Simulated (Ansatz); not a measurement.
Crystal: Al2O3.

```xyz
5
Lattice="3.0175 0.0000 0.0000 -1.5087 2.6132 0.0000 0.0000 0.0000 7.5746" Properties=species:S:1:pos:R:3 pbc="T T T"
Al    0.0000    0.0000    5.4693
Al    0.0000    0.0000    2.1054
O     0.0000    0.0000    3.7873
O     1.5087    0.8711    6.0638
O     0.0000    1.7421    1.5108
```

Measurements of this composition are mostly on another form, of space group No. 167.

Base run:

```yaml
Program: Ansatz 0.2.0
Functional: PBEsol
Potentials_or_basis: Ansatz PAW
Cutoff: 420 eV
Density_cutoff: 1680 eV
k_mesh: 10 × 10 × 4
Occupations: fermi-dirac, width 0.05 eV
Spin: no spin polarisation
```

Its results: band gap on the k mesh 2.20 eV, direct; pressure -3.7 GPa; largest force 0.185 eV/Å.

**Question.** After a change of settings the same cell gave: band gap on the k mesh 2.20 eV, direct; pressure -8.3 GPa; largest force 0.459 eV/Å. Which change was it?
A. k mesh from 10 × 10 × 4 to 12 × 12 × 4; occupations from fermi-dirac, width 0.05 eV to fixed; potential files from those of the base run to others of the same set
B. functional from PBEsol to LDA
C. functional from PBEsol to BLYP
D. functional from PBEsol to r2SCAN; cutoff from 420 eV to 500 eV; density cutoff from 1680 eV to 2000 eV

**Answer.** B.

LDA binds more tightly than PBEsol, so the same cell stands under less pressure.

Caveats: the PAW data sets come from PBE, with cores solved anew for the run's functional, which leaves a small shift of forces and pressure.

Not every run made on this cell is shown here.
